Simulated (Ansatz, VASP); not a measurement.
AlCu3 in VASP and in Ansatz

INCAR

```
PREC = Accurate
ENCUT = 520
EDIFF = 1E-6
ISMEAR = 0
SIGMA = 0.15
LREAL = False
LASPH = True
NELM = 60
ALGO = Fast
ISIF = 2
LWAVE = False
LCHARG = False
NBANDS = 26
```

Contents of KPOINTS:

```
regular mesh
0
Gamma
  12 12 12
```

The input POSCAR:

```
AlCu3
1.0
    3.6489625654      0.0000000000      0.0000000000
    0.0000000000      3.6489625654      0.0000000000
    0.0000000000      0.0000000000      3.6489625654
Al Cu
1 3
Direct
    0.0000000000      0.0000000000      0.0000000000
    0.5000000000      0.5000000000      0.0000000000
    0.5000000000      0.0000000000      0.5000000000
    0.0000000000      0.5000000000      0.5000000000
```

Input for Ansatz:

```yaml
crystal:
  lattice:
    - [3.6489625654, 0.0, 0.0]
    - [0.0, 3.6489625654, 0.0]
    - [0.0, 0.0, 3.6489625654]
  atoms:
    - { symbol: Al, position: [0.0, 0.0, 0.0] }
    - { symbol: Cu, position: [0.5, 0.5, 0.0] }
    - { symbol: Cu, position: [0.5, 0.0, 0.5] }
    - { symbol: Cu, position: [0.0, 0.5, 0.5] }
basis:
  ecutwfc: 520.0
kpoints:
  mp_grid: { grid: [12, 12, 12] }
hamiltonian:
  xc: lda
  pseudopotentials: { kind: paw, azcp: { folder: soft_1 } }
scf:
  occupations: { method: gaussian, width: 0.15 }
output:
  forces: true
  stress: true
  eigenvalues: true
```

Change from the starting cell: mode 5 frozen in at +0.000 Å, equal normal strain along x, y and z +0.0167.

Alike in both runs: task single point; functional LDA; k mesh 12 × 12 × 12; occupations gaussian, width 0.15 eV; no spin polarisation.

```csv
,VASP,Ansatz
version,VASP 6.6.1,Ansatz 0.2.0
potentials or method,"VASP PAW LDA potentials, release 64 (Al, Cu)","scalar-relativistic, plane waves, PAW"
plane-wave cutoff (eV),520,520
valence electrons in the cell,36,60
```

Ansatz gave:

| Property | Result |
| --- | --- |
| gap on the k mesh at the Fermi level (eV) | none |
| pressure (GPa) | -7.4 |

Problem. Which values does VASP return?

Solution. gap on the k mesh at the Fermi level (eV): none; pressure (GPa): -6.5.

A gap of «none» marks a metal or a gap that the smearing closes. The two sets of potentials don't hold the same shells in valence. Ansatz warned: «pseudo_functional_mismatch».
